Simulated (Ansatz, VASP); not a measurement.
**Two plane-wave programs on MgO**

INCAR

```
SYSTEM = MgO
  ALGO = Normal
  EDIFF = 1E-7
  ENCUT = 520
  GGA = PE
  ISIF = 2
  ISMEAR = 0
  LASPH = .TRUE.
  LCHARG = .FALSE.
  LREAL = .FALSE.
  LWAVE = .FALSE.
  NBANDS = 11
  NELM = 100
  PREC = Accurate
  SIGMA = 0.02
```

Contents of KPOINTS:

```
k-points
0
G
  10 10 10
  0 0 0
```

POSCAR

```
MgO
1.0
    0.0000000000      2.1267551519      2.1267551519
    2.1267551519      0.0000000000      2.1267551519
    2.1267551519      2.1267551519      0.0000000000
Mg O
1 1
Direct
    0.0000000000      0.0000000000      0.0000000000
    0.5000000000      0.5000000000      0.5000000000
```

Input for Ansatz:

```yaml
crystal:
  lattice:
    - [0.0, 2.1267551519, 2.1267551519]
    - [2.1267551519, 0.0, 2.1267551519]
    - [2.1267551519, 2.1267551519, 0.0]
  atoms:
    - { symbol: Mg, position: [0.0, 0.0, 0.0] }
    - { symbol: O, position: [0.5, 0.5, 0.5] }
basis:
  ecutwfc: 420
kpoints:
  mp_grid: { grid: [10, 10, 10] }
hamiltonian:
  xc: pbe
scf:
  occupations: { method: gaussian, width: 0.15 }
output:
  forces: true
  eigenvalues: true
  stress: true
```

The cell was built by a generator and needn't be a form met in nature.

Alike in both runs: task single point; functional PBE; k mesh 10 × 10 × 10; no spin polarisation.

|  | VASP | Ansatz |
| --- | --- | --- |
| version | VASP 6.6.1 | Ansatz 0.2.0 |
| potentials or method | VASP PAW PBE potentials, release 64 (Mg, O) | scalar-relativistic, plane waves, PAW |
| plane-wave cutoff (eV) | 520 | 420 |
| occupations | gaussian, width 0.02 eV | gaussian, width 0.15 eV |
| valence electrons in the cell | 8 | 16 |

Ansatz gave:

```
gap on the k mesh at the Fermi level (eV) : 4.46
pressure (GPa)                            : 0.0
```

Which values does VASP return?

gap on the k mesh at the Fermi level (eV): 4.45; pressure (GPa): -0.7.

The two sets of potentials don't hold the same shells in valence.

A hybrid or GW would open this gap; PBE tends to underestimate it.
